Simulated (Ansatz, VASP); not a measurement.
## One calculation of ZnSe (Stilleite), two programs

```
Se Zn
1.0
     0.00000    2.77595    2.77595
     2.77595    0.00000    2.77595
     2.77595    2.77595    0.00000
Se Zn
1 1
Direct
  0.75000 0.75000 0.75000
  0.00000 0.00000 0.00000
```

Change from the starting cell: volume scaled by 0.94.

Alike in both runs: task single point; functional PBEsol; k mesh 8 × 8 × 8; occupations fermi-dirac, width 0.05 eV; no spin polarisation.

|  | VASP | Ansatz |
| --- | --- | --- |
| version | VASP 6.6.1 | Ansatz 0.2.0 |
| potentials or method | VASP PAW PBE potentials, release 64 (Se, Zn), cutoff 520 eV | all-electron LAPW, scalar-relativistic |

```tsv
	VASP	Ansatz	Ansatz less VASP
gap on the k mesh at the Fermi level (eV)	1.42	1.42	-0.004
least direct gap on the mesh (eV)	1.42	1.42	-0.004
pressure (GPa)	3.5	3.2	-0.29
```

Ansatz ran all-electron here, so the differences hold the error of VASP's frozen core and of both bases.

Caveats: the PAW data sets were made with another functional, which shifts forces and pressure a little (VASP).
